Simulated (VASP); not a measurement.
# BaH2 (P6_3/mmc) in VASP: reference runs

Reference runs on BaH2: the cell as given and a disturbed copy.

Program: VASP 6.6.1. These are calculated values, not measurements. Logs are shortened: lines on timing, memory, paths and dates and some standing lists are left out, and cuts for length are marked.

### Step 1. The structure

The structure is hexagonal, space group P6_3/mmc (No. 194). Conventional cell: a = 4.462 Å, b = 4.462 Å, c = 6.055 Å, α = 90.00°, β = 90.00°, γ = 120.00°. Ba (site symmetry -6m2) is surrounded by 3 H at 2.58 Å. Around H (site symmetry -3m) lie 6 Ba at 2.99 Å and 8 H at 2.99 to 3.03 Å. H (site symmetry -6m2) has 3 Ba at 2.58 Å as nearest neighbours.

The cell comes from a database or a generator and needn't be the stable form of this composition.

### Step 2. Single point, PBEsol

File INCAR:

```
SYSTEM = BaH2
PREC = Accurate ; ENCUT = 520
EDIFF = 1E-7 ; ISMEAR = -1
SIGMA = 0.05 ; LREAL = .FALSE.
LASPH = .TRUE. ; NELM = 100
ALGO = Normal ; ISIF = 2
LWAVE = .FALSE. ; LCHARG = .TRUE.
GGA = PS ; LVHAR = .TRUE.
NBANDS = 21 ; KPAR = 2
```

File KPOINTS:

```
Automatic mesh
0
G
  7 7 5
  0 0 0
```

File POSCAR:

```
BaH2
1.0
    4.4620250523      0.0000000000      0.0000000000
   -2.2310125262      3.8642270477      0.0000000000
    0.0000000000      0.0000000000      6.0552925900
Ba H
2 4
Direct
    0.3333333333      0.6666666667      0.2500000000
    0.6666666667      0.3333333333      0.7500000000
    0.0000000000      0.0000000000      0.0000000000
    0.0000000000      0.0000000000      0.5000000000
    0.6666666667      0.3333333333      0.2500000000
    0.3333333333      0.6666666667      0.7500000000
```

Potentials or basis: VASP PAW PBE potentials, release 64 (Ba_sv, H).

The run is started by

```sh
$ cat potpaw_PBE.64/Ba_sv/POTCAR potpaw_PBE.64/H/POTCAR > POTCAR
$ mpirun -np 2 vasp_std > vasp.out
```

OUTCAR:

```text
SYSTEM = BaH2
   PREC = Accurate
   ENCUT = 520
   EDIFF = 1E-7
   ISMEAR = -1
   LREAL = .FALSE.
   LASPH = .TRUE.
   NELM = 100
   ISIF = 2
   GGA = PS

 ion  position               nearest neighbor table
   1  0.333  0.667  0.250-   5 2.58   5 2.58   5 2.58   2 3.98   2 3.98   2 3.98   2 3.98   2 3.98
                             2 3.98
   2  0.667  0.333  0.750-   6 2.58   6 2.58   6 2.58   1 3.98   1 3.98   1 3.98   1 3.98   1 3.98
                             1 3.98
   3  0.000  0.000  0.000-
   4  0.000  0.000  0.500-
   5  0.667  0.333  0.250-   1 2.58   1 2.58   1 2.58
   6  0.333  0.667  0.750-   2 2.58   2 2.58   2 2.58

  LATTYP: Found a hexagonal cell.
 ALAT       =     4.4620250523
 C/A-ratio  =     1.3570727459

  Lattice vectors:

 A1 = (   4.4620250523,   0.0000000000,   0.0000000000)
 A2 = (  -2.2310125262,   3.8642270477,   0.0000000000)
 A3 = (   0.0000000000,   0.0000000000,   6.0552925900)

Analysis of symmetry for initial positions (statically):
=====================================================================
 Subroutine PRICEL returns:
 Original cell was already a primitive cell.

 Routine SETGRP: Setting up the symmetry group for a
 hexagonal supercell.

 Subroutine GETGRP returns: Found 24 space group operations
 (whereof 12 operations were pure point group operations)
 out of a pool of 24 trial point group operations.

The static configuration has the point symmetry D_3d.
 The point group associated with its full space group is D_6h.

Analysis of symmetry for dynamics (positions and initial velocities):
=====================================================================
 Subroutine PRICEL returns:
 Original cell was already a primitive cell.

 Routine SETGRP: Setting up the symmetry group for a
 hexagonal supercell.

 Subroutine GETGRP returns: Found 24 space group operations
 (whereof 12 operations were pure point group operations)
 out of a pool of 24 trial point group operations.

The dynamic configuration has the point symmetry D_3d.
 The point group associated with its full space group is D_6h.

 Subroutine INISYM returns: Found 24 space group operations
 (whereof 12 operations are pure point group operations),
 and found     1 'primitive' translations

----------------------------------------------------------------------------------------

                                     Primitive cell

  volume of cell :     104.4070

  direct lattice vectors                    reciprocal lattice vectors
     4.462025052  0.000000000  0.000000000     0.224113488  0.129391983  0.000000000
    -2.231012526  3.864227048  0.000000000     0.000000000  0.258783966  0.000000000
     0.000000000  0.000000000  6.055292590     0.000000000  0.000000000  0.165144786

  length of vectors
     4.462025052  4.462025052  6.055292590     0.258783966  0.258783966  0.165144786

  position of ions in fractional coordinates (direct lattice)
     0.333333333  0.666666667  0.250000000
     0.666666667  0.333333333  0.750000000
     0.000000000  0.000000000  0.000000000
     0.000000000  0.000000000  0.500000000
     0.666666667  0.333333333  0.250000000
     0.333333333  0.666666667  0.750000000

  ion indices of the primitive-cell ions
   primitive index   ion index
                 1           1
                 2           2
                 3           3
                 4           4
                 5           5
                 6           6

----------------------------------------------------------------------------------------

 KPOINTS: Automatic mesh

Automatic generation of k-mesh.
 Grid dimensions read from file:
 generate k-points for:    7    7    5

 Generating k-lattice:

  Cartesian coordinates                     Fractional coordinates (reciprocal lattice)
     0.032016213  0.018484569  0.000000000     0.142857143 -0.000000000  0.000000000
     0.000000000  0.036969138  0.000000000     0.000000000  0.142857143  0.000000000
     0.000000000  0.000000000  0.033028957     0.000000000  0.000000000  0.200000000

  Length of vectors
     0.036969138  0.036969138  0.033028957

  Shift w.r.t. Gamma in fractional coordinates (k-lattice)
     0.000000000  0.000000000  0.000000000

 Subroutine IBZKPT returns following result:
 ===========================================

 Found     24 irreducible k-points:

 Following reciprocal coordinates:
            Coordinates               Weight
  0.000000  0.000000  0.000000      1.000000
  0.142857  0.000000  0.000000      6.000000
  0.285714 -0.000000  0.000000      6.000000
  0.428571  0.000000  0.000000      6.000000
  0.142857  0.142857  0.000000      6.000000
  0.285714  0.142857  0.000000     12.000000
[... 16 lines left out ...]
  0.428571  0.142857  0.400000     12.000000
  0.285714  0.285714  0.400000     12.000000
   k-points           NKPTS =     24   k-points in BZ     NKDIM =     24   number of bands    NBANDS=     21
   number of dos      NEDOS =    301   number of ions     NIONS =      6
   total plane-waves  NPLWV =  62208
   dimension x,y,z NGX =    36 NGY =   36 NGZ =   48
   dimension x,y,z NGXF=    72 NGYF=   72 NGZF=   96
   ions per type =               2   4
   NGX,Y,Z   is equivalent  to a cutoff of  13.41, 13.41, 13.18 a.u.
   NGXF,Y,Z  is equivalent  to a cutoff of  26.83, 26.83, 26.36 a.u.
 SYSTEM =  BaH2
   PREC   = accura    normal or accurate (medium, high low for compatibility)
   ISTART =      0    job   : 0-new  1-cont  2-samecut
   ICHARG =      2    charge: 1-file 2-atom 10-const
   ISPIN  =      1    spin polarized calculation?
   LNONCOLLINEAR =      F non collinear calculations
   LSORBIT =      F    spin-orbit coupling
   LASPH  =      T    aspherical Exc in radial PAW
   ENCUT  =  520.0 eV  38.22 Ry    6.18 a.u.   8.30  8.30 11.26*2*pi/ulx,y,z
   NELM   =    100;   NELMIN=  2; NELMDL= -5     # of ELM steps
   EDIFF  = 0.1E-06   stopping-criterion for ELM
   LREAL  =      F    real-space projection
   EDIFFG = 0.1E-05   stopping-criterion for IOM
   NSW    =      0    number of steps for IOM
   IBRION =     -1    ionic relax: 0-MD 1-quasi-New 2-CG
   NFREE  =      0    steps in history (QN), initial steepest desc. (CG)
   ISIF   =      2    stress and relaxation
   ISYM   =      2    0-nonsym 1-usesym 2-fastsym
   POTIM  = 0.5000    time-step for ionic-motion
   TEBEG  =    0.0;   TEEND  =   0.0 temperature during run
   PSTRESS=    0.0 pullay stress
   NELECT =      24.0000    total number of electrons
   NUPDOWN=      -1.0000    fix difference up-down
   EMIN   =  10.00;   EMAX   =-10.00  energy-range for DOS
   EFERMI =   0.00;   METHOD = LEGACY
   ISMEAR =    -1;   SIGMA  =   0.05  broadening in eV -4-tet -1-fermi 0-gaus
   EFERMI_NEDOS =   21; number of points for ismear=-14 and -15
   IALGO  =     38    algorithm
   IMIX   =      4    mixing-type and parameters
     AMIX     =   0.40;   BMIX     =  1.00
     AMIX_MAG =   1.60;   BMIX_MAG =  1.00
  volume/ion in A,a.u.               =      17.40       117.43
  Fermi-wavevector in a.u.,A,eV,Ry     =   1.002848  1.895109 13.683448  1.005705
  Thomas-Fermi vector in A             =   2.135362
   LORBIT       =      0    0 simple, 1 ext, 2 COOP (PROOUT), +10 PAW based schemes
   GGA     = PS    functional components
   LHFCALC =     F    Hartree Fock is set to
   AEXX    =    0.0000 exact exchange contribution
   IVDW    =     0    specifies the selected vdW correction
   LEPSILON=     F    determine dielectric tensor
   LRPA    =     F    only Hartree local field effects (RPA)
 non-spin polarized calculation
  energy-cutoff  :      520.00
  volume of cell :      104.41
 maximum number of plane-waves:      2836
 NGX is ok and might be reduce to    36
   NGX = 17   NGY = 17   NGZ = 23

 number of electron      23.9999999 magnetization

 Free energy of the ion-electron system (eV)
  ---------------------------------------------------
  ext. energy  EPLUGINS =         0.00000000
  ---------------------------------------------------
  free energy    TOTEN  =       -20.43477638 eV

  energy without entropy =      -20.43477637  energy(sigma->0) =      -20.43477637

 E-fermi :   1.8609     XC(G=0):  -8.8395

 val. band max:        1.0810321968   @ k =   0.0000   0.0000   0.0000
 cond. band min:       2.7359821514   @ k =   0.2857   0.2857   0.4000
 fundamental gap:      1.6549499546
 Fermi energy:         1.8609250169

 k-point     1 :       0.0000    0.0000    0.0000
  band No.  band energies     occupation
      1     -26.0516      2.00000
      2     -25.8750      2.00000
      3     -11.8983      2.00000
      4     -11.0648      2.00000
      5     -11.0648      2.00000
      6     -10.8151      2.00000
[... 13 lines left out ...]
     20       6.7267      0.00000
     21       6.7269      0.00000

 k-point     2 :       0.1429    0.0000    0.0000
  band No.  band energies     occupation
      1     -26.0378      2.00000
      2     -25.8766      2.00000
      3     -11.8417      2.00000
      4     -11.1608      2.00000
      5     -11.1014      2.00000
      6     -10.9277      2.00000
[... 13 lines left out ...]
     20       7.2465      0.00000
     21       7.5575      0.00000

 k-point     3 :       0.2857   -0.0000    0.0000
  band No.  band energies     occupation
      1     -26.0031      2.00000
      2     -25.8838      2.00000
      3     -11.6907      2.00000
      4     -11.3855      2.00000
      5     -11.1750      2.00000
      6     -11.1395      2.00000
[... 13 lines left out ...]
     20       7.3140      0.00000
     21       8.1099      0.00000
[... 457 lines left out ...]
 k-point    23 :       0.4286    0.1429    0.4000
  band No.  band energies     occupation
      1     -25.9361      2.00000
      2     -25.9217      2.00000
      3     -11.7851      2.00000
      4     -11.7146      2.00000
      5     -11.2111      2.00000
      6     -11.0646      2.00000
[... 13 lines left out ...]
     20       7.6365      0.00000
     21       7.9652      0.00000

 k-point    24 :       0.2857    0.2857    0.4000
  band No.  band energies     occupation
      1     -25.9325      2.00000
      2     -25.9225      2.00000
      3     -11.7374      2.00000
      4     -11.7043      2.00000
      5     -11.3004      2.00000
      6     -11.1389      2.00000
[... 13 lines left out ...]
     20       8.1219      0.00000
     21       8.2202      0.00000

------------------------ aborting loop because EDIFF is reached ----------------------------------------

  FORCE on cell =-STRESS in cart. coord.  units (eV):
  Direction    XX          YY          ZZ          XY          YZ          ZX
  --------------------------------------------------------------------------------------
  -------------------------------------------------------------------------------------
  Total       -1.1389373     -1.1389373     -1.1612873      0.0000000      0.0000000     -0.0000000
  in kB      -17.4775530    -17.4775530    -17.8205240      0.0000000      0.0000000     -0.0000000
  external PRESSURE =     -17.5918767 kB  Pullay stress =       0.0000000 kB

 VOLUME and BASIS-vectors are now :
 -----------------------------------------------------------------------------
  energy-cutoff  :      520.00
  volume of cell :      104.41
      direct lattice vectors                 reciprocal lattice vectors
     4.462025052  0.000000000  0.000000000     0.224113488  0.129391983  0.000000000
    -2.231012526  3.864227048  0.000000000     0.000000000  0.258783966  0.000000000
     0.000000000  0.000000000  6.055292590     0.000000000  0.000000000  0.165144786

 POSITION                                       TOTAL-FORCE (eV/Angst)
 -----------------------------------------------------------------------------------
     -0.00000      2.57615      1.51382        -0.000000      0.000000      0.000000
      2.23101      1.28808      4.54147         0.000000     -0.000000      0.000000
      0.00000      0.00000      0.00000         0.000000     -0.000000      0.000000
      0.00000      0.00000      3.02765         0.000000     -0.000000      0.000000
      2.23101      1.28808      1.51382         0.000000     -0.000000      0.000000
     -0.00000      2.57615      4.54147        -0.000000      0.000000      0.000000
 -----------------------------------------------------------------------------------
    total drift:                                0.000000     -0.000000      0.000000

  FREE ENERGIE OF THE ION-ELECTRON SYSTEM (eV)
  ---------------------------------------------------
  free  energy   TOTEN  =       -20.4347763770 eV

  energy  without entropy=      -20.4347763714  energy(sigma->0) =      -20.43477637
```

Run time: 37 s. Hardware: 2 MPI ranks of AMD EPYC 7R13 (Zen 3), shared host; peak memory 0.23 GiB.

What came out:

```
Free energy            : -20.4348 eV
Pressure               : -1.8 GPa
Band gap on the k mesh : 1.66 eV, indirect (least direct gap 2.50 eV)
```

Caveat: the PAW data sets were made with another functional, which shifts forces and pressure a little; spin-orbit coupling is left out, which moves the levels of the heavy elements; an odd mesh through Γ misses points on the zone boundary, where band edges often lie.

### Step 3. Single point, PBEsol (atoms moved at random, drawn with an rms of 0.05 Å)

INCAR is that of step 2.

KPOINTS is that of step 2.

File POSCAR:

```
BaH2
1.0
    4.4620250523      0.0000000000      0.0000000000
   -2.2310125262      3.8642270477      0.0000000000
    0.0000000000      0.0000000000      6.0552925900
Ba H
2 4
Direct
    0.3309560000      0.6681700000      0.2534750000
    0.6683360000      0.3355030000      0.7555200000
   -0.0047550000     -0.0059430000     -0.0012690000
   -0.0062640000     -0.0048320000      0.4999660000
    0.6677130000      0.3342080000      0.2582370000
    0.3247530000      0.6489290000      0.7485790000
```

Potentials or basis: VASP PAW PBE potentials, release 64 (Ba_sv, H).

The run is started by

```sh
$ cat potpaw_PBE.64/Ba_sv/POTCAR potpaw_PBE.64/H/POTCAR > POTCAR
$ mpirun -np 2 vasp_std > vasp.out
```

Run time: 2.9 min. Hardware: 2 MPI ranks of AMD EPYC 7R13 (Zen 3), shared host; peak memory 0.37 GiB.

The run converged. Its results:

```
Free energy            : -20.4243 eV
Pressure               : -1.7 GPa
Largest force          : 0.203 eV/Å
Band gap on the k mesh : 1.65 eV, indirect (least direct gap 2.50 eV)
```

Forces in eV/Å, atoms in the order of the input:
```
Ba   0.053 -0.025  0.043
Ba  -0.019 -0.163 -0.099
H    0.007  0.001  0.040
H    0.013 -0.003  0.025
H   -0.045 -0.012 -0.025
H   -0.008  0.202  0.016
```

Stress tensor (GPa, compression positive):
```
-1.47  0.14  0.00
 0.14 -1.94  0.00
 0.00  0.00 -1.78
```

Levels at points of the mesh, in eV from the valence-band top:
```tsv
k point	band 8	band 9	band 10	band 11	band 12	band 13	band 14	band 15	band 16	band 17
(0.00, 0.00, 0.00)	-11.86	-4.40	-3.00	-0.54	0.00	2.68	2.69	3.66	3.68	3.72
```

Caveat: the PAW data sets were made with another functional, which shifts forces and pressure a little; spin-orbit coupling is left out, which moves the levels of the heavy elements; an odd mesh through Γ misses points on the zone boundary, where band edges often lie.
